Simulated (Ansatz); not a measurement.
FeCo3: pressure against volume

FeCo3, Pm-3m, a = 3.488 Å. The structure is a Materials Project entry; whether it is the stable form wasn't checked. Ansatz: PBEsol, PAW, 420 eV, Γ-centred 12×12×12 mesh on 4 atoms, Gaussian smearing 0.10 eV; collinear spin, largest moment 2.5 μB. Symmetry fixes shape and atoms, so the cell is only scaled; pressure is positive in compression.

| V (Å³/atom) | P (GPa) |
| --- | --- |
| 9.969 | 15.49 |
| 10.288 | 7.38 |
| 10.606 | 0.00 |
| 10.924 | -6.33 |
| 11.242 | ? |

**Question.** Take V0 = 10.606 Å³/atom, fit the third-order Birch–Murnaghan form to the other rows, and predict the missing pressure.

**Answer.** With the Eulerian strain f = ½[(V0/V)^(2/3) − 1] and y = P/[3f(1 + 2f)^(5/2)], the form is the line y = B0 + 1.5 B0 (B0′ − 4) f. Rows (f, y): 0.02108, 220.9; 0.01025, 228.1; -0.00975, 227.3. Means f = 0.007193, y = 225.43; Σ(Δf)² = 0.0004893, ΣΔfΔy = -0.08643; the slope is their ratio. y = 226.7 − 176.7 f GPa, so B0 = 226.7 GPa and B0′ = 4 + 2 × (-176.7)/(3 × 226.7) = 3.48. At V = 11.242, f = -0.01904, y = 230.06 and P = -11.93 GPa. The run gave -11.44 GPa, so the fit is 0.49 GPa too low, 1.8 % of the span of the series, against an rms of 0.10 GPa on the fitted rows. The row lies outside the fitted range. The records show no cause, and too few rows are left to test a further term.

Only parallel moments were tried here.